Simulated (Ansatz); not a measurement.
AlCo: strain energy, fitted

AlCo, Pm-3m, a = 2.852 Å. The structure is a Materials Project entry; whether it is the stable form wasn't checked. Ansatz: PBE, PAW, 420 eV, Γ-centred 18×18×18 mesh on 2 atoms, Gaussian smearing 0.10 eV; no spin polarisation. Series: shear of c along a, cell held, atoms fixed by symmetry; x is the strain in per cent (engineering shear). y is the free energy over the unstrained cell, V0 = 11.598 Å³/atom. Symmetry makes y even in x.

| x (%) | y (meV/atom) |
| --- | --- |
| 0.0 | 0.00 |
| 1.0 | 0.52 |
| 2.0 | 2.06 |
| 3.0 | 4.63 |
| 4.0 | 8.21 |
| 6.0 | ? |

Q: Fit y = c2 x² + c4 x⁴ to the other rows, turn c2 into a modulus, and predict the missing energy.

A: Least squares on the rows shown. y = 0.51611 x² − 0.00018664 x⁴. In eV per unit strain² c2 is 5.161; this is the shear stiffness (E = ½ C V0 γ²): 2 × 5.161 × 160.2 / (11.598) = 143 GPa. At x = 6.0 the fit asked for gives 18.34 meV/atom. The run gave 18.41 meV/atom, so the fit is 0.07 meV/atom too low, a small miss on the scale of the series. The form still works here, 50 % of the fitted range beyond its end.